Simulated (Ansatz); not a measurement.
TiC:

```
Ti C
1.0
     0.00000    2.16572    2.16572
     2.16572    0.00000    2.16572
     2.16572    2.16572    0.00000
Ti C
1 1
Direct
  0.00000 0.00000 0.00000
  0.50000 0.50000 0.50000
```

The cell is a database's computed one.

Program: Ansatz 0.2.0. Alike in all runs: task band structure; potentials or basis Ansatz PAW; no spin polarisation; cell as given; k mesh 11 × 11 × 11; cutoff (eV) 420; smearing fermi-dirac 0.05 eV.

Order these runs on this cell by their pressure, lowest first.
A. level PBE
B. level PBEsol
C. level revPBE
D. level LDA

D (-12.6 GPa), B (-6.7 GPa), A (0.3 GPa), C (3.6 GPa).

Caveats: the PAW data sets come from PBE, with cores solved anew for the run's functional, which leaves a small shift of forces and pressure (some runs).
